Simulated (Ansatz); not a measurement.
**TaN: tests of the settings**

The task here is to estimate one member of a computed series from the others.

Computed with Ansatz 0.2.0 (DFT PBE, scalar-relativistic, plane waves, PAW, unless a step's input says otherwise).

1 further run of the same task is left out (for a broken database entry).

## The starting structure

Symmetry: P6_3mc, No. 186, hexagonal system. Conventional cell: a = 3.050 Å, b = 3.050 Å, c = 4.940 Å, α = 90.00°, β = 90.00°, γ = 120.00°. Ta (site symmetry 3m) has 4 N at 1.85 to 1.90 Å as nearest neighbours. N (site symmetry 3m) has 4 Ta at 1.85 to 1.90 Å as nearest neighbours.

As a file:

```xyz
4
Lattice="3.0500 0.0000 0.0000 -1.5250 2.6414 0.0000 0.0000 0.0000 4.9400" Properties=species:S:1:pos:R:3 pbc="T T T"
Ta    0.0000    1.7609    0.0000
Ta    1.5250    0.8805    2.4700
N     0.0000    1.7609    1.9019
N     1.5250    0.8805    4.3719
```

Source of the structure: the Crystallography Open Database. It is taken as it stands there.

## The base run, which the others are set against

input.yaml reads:

```yaml
crystal:
  lattice:
    - [3.0500010905, 0.0, 0.0]
    - [-1.5250005453, 2.641378426, 0.0]
    - [0.0, 0.0, 4.94]
  atoms:
    - { symbol: Ta, position: [0.3333333333, 0.6666666667, 0.0] }
    - { symbol: Ta, position: [0.6666666667, 0.3333333333, 0.5] }
    - { symbol: "N", position: [0.3333333333, 0.6666666667, 0.385] }
    - { symbol: "N", position: [0.6666666667, 0.3333333333, 0.885] }
basis:
  ecutwfc: 420
kpoints:
  mp_grid: { grid: [15, 15, 8] }
hamiltonian:
  xc: pbe
scf:
  occupations: { method: gaussian, width: 0.1 }
output:
  forces: true
  stress: true
  eigenvalues: true
  populations: true
```

Its results, from an earlier run: -5157.4970 eV/atom at zero smearing, pressure 137.13 GPa, largest force 2.356 eV/Å, no gap on the mesh, in 6 SCF cycles and 12 s.

Set-up of the first run:

input.yaml reads:

```yaml
crystal:
  lattice:
    - [3.0500010905, 0.0, 0.0]
    - [-1.5250005453, 2.641378426, 0.0]
    - [0.0, 0.0, 4.94]
  atoms:
    - { symbol: Ta, position: [0.3333333333, 0.6666666667, 0.0] }
    - { symbol: Ta, position: [0.6666666667, 0.3333333333, 0.5] }
    - { symbol: "N", position: [0.3333333333, 0.6666666667, 0.385] }
    - { symbol: "N", position: [0.6666666667, 0.3333333333, 0.885] }
basis:
  ecutwfc: 200
kpoints:
  mp_grid: { grid: [15, 15, 8] }
hamiltonian:
  xc: pbe
scf:
  occupations: { method: gaussian, width: 0.1 }
output:
  forces: true
  stress: true
  eigenvalues: true
```

Steps of the session up to this table: Plane-wave cutoff: 200 eV; Plane-wave cutoff set to 250 eV; Plane-wave cutoff: 300 eV; Plane-wave cutoff: 350 eV; Plane-wave cutoff: 500 eV; Plane-wave cutoff set to 600 eV.

One table of the session follows, with a row left open; its other results are not shown here.

It belongs to the step «What the plane-wave cutoff changes». 

```
cutoff (eV)  ΔE (meV/atom)  pressure (GPa)  largest change of a force component (eV/Å)
        200           2336          154.42                                       0.035
        250            559          139.49                                       0.011
        300            144          137.69                                       0.002
        350              ?               ?                                           ?
        420           2.89          137.13                                       0.000
        500           0.41          137.13                                       0.000
        600           0.00          137.12                                       0.000
```

Q: Estimate the row for cutoff (eV) = 350 from the others.

Worked estimate for «ΔE (meV/atom)». A straight line through the neighbours (300, 144) and (420, 2.89) gives 144 + (2.89 − 144) × (350 − 300) / (420 − 300) = 85.2; a parabola fitted to 4 rows on both sides gives 47.1.

**Answer.** ΔE (meV/atom): 33.5; pressure (GPa): 137.19; largest change of a force component (eV/Å): 0.003. In «ΔE (meV/atom)» the line misses by +51.7 and the parabola by +13.6.

Limits of these values: The listed cell is far from this method's equilibrium (137.1 GPa, forces up to 2.36 eV/Å), so its values are not those of the relaxed crystal. The settings are coarse, so take the values as rough. Warnings in the runs' records: cutoff below recommended.
